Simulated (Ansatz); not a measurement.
Start of a relaxation of MnH5:

Space group R-3m:H (No. 166). a = 3.326 Å, b = 3.326 Å, c = 13.493 Å, α = 90.00°, β = 90.00°, γ = 120.00°
```csv
atom,site,symmetry,x,y,z
Mn,3b,-3m,0.3333,0.6667,0.1667
H,9d,.2/m,0.8333,0.6667,0.1667
H,6c,3m,0.0000,0.0000,0.2764
```

Method: DFT PBE, scalar-relativistic, plane waves, PAW (Ansatz). Cutoff 420 eV, Gaussian smearing, Γ-centred meshes. Cell and atoms relax first on a coarse mesh and then on a finer one. In between, the cell is made exact in the group found at 0.06 Å. In metals the finer mesh still leaves noise of several meV/atom or more. The steps can't lower the symmetry of their start. Collinear spin, starting moments Mn 4.0 μB.

A guess keeps its type if space group and coordination stay and the shape of the cell changes little (axis ratios within about 15 %, angles within 6°); the volume may change.

**Question.** Does it keep its structure type, or change into something else?

**Answer.** It doesn't keep its type. The symmetry stays R-3m (No. 166). The volume per atom shrinks by 9.3 %, from 7.2 to 6.5 Å³. The shortest distance goes from 1.66 Å (Mn–H and H–H) to 1.67 Å (Mn–H). The ratio c/a of the conventional cell changes by a factor of 0.81. Counting neighbours within 15 % of an atom's shortest distance, the start has H 3/8, Mn 6 and the end H 1/6, Mn 8. In detail, at the end Mn has 8 H at 1.67–1.73 Å; H on a site of symmetry 2/m has 2 Mn at 1.73 Å and 4 H at 1.73 Å; H on a site of symmetry 3m has 1 Mn at 1.67 Å.

Space group R-3m:H (No. 166). a = 3.455 Å, b = 3.455 Å, c = 11.337 Å, α = 90.00°, β = 90.00°, γ = 120.00°
```json
{"atom": "Mn", "site": "3b", "symmetry": "-3m", "x": "0.6667", "y": "0.3333", "z": "0.8333"}
{"atom": "H", "site": "9d", "symmetry": ".2/m", "x": "0.1667", "y": "0.3333", "z": "0.8333"}
{"atom": "H", "site": "6c", "symmetry": "3m", "x": "0.6667", "y": "0.3333", "z": "0.6860"}
```

The last run used collinear spin, a 12×12×12 mesh for its 6-atom cell and Gaussian smearing of 0.10 eV. No dispersion correction is applied, so the spacing and binding between layers, chains or molecules are poorly described. Another magnetic order may lie lower. Symmetry constrained the relaxation, so the result can be a saddle point.

In counts of neighbours, a slash parts the counts of unlike sites.
